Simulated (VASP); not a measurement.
Runs of VASP 6.6.1 on Ca. The structure is cubic, space group Im-3m (No. 229). The conventional cell has a = 4.522 Å, b = 4.522 Å, c = 4.522 Å, α = 90.00°, β = 90.00°, γ = 90.00°. Ca (site symmetry m-3m) is surrounded by 8 Ca at 3.92 Å. This isn't the form of Ca at room conditions, which is fcc.

```csv
task,cell,cutoff (eV),k mesh for the DOS,occupations for the DOS,gap on the mesh (eV),pressure (GPa)
single point,"Im-3m, 46.25 Å³/atom",520,-,-,none,-1.3
single point,"Im-3m, 42.04 Å³/atom",520,-,-,none,0.1
single point,"Im-3m, 43.3 Å³/atom",520,-,-,none,(a)
relaxation of cell and atoms,relaxed,600,-,-,none,0.0
```

Alike in all rows: level PBE; potentials or basis VASP PAW PBE potentials, release 64 (Ca_sv); no spin polarisation; k mesh 14 × 14 × 14; smearing gaussian 0.1 eV.

Question: Fill in the values left out.

Answer: (a) -0.4.

A gap of «none» marks a metal or a gap under the smearing width.
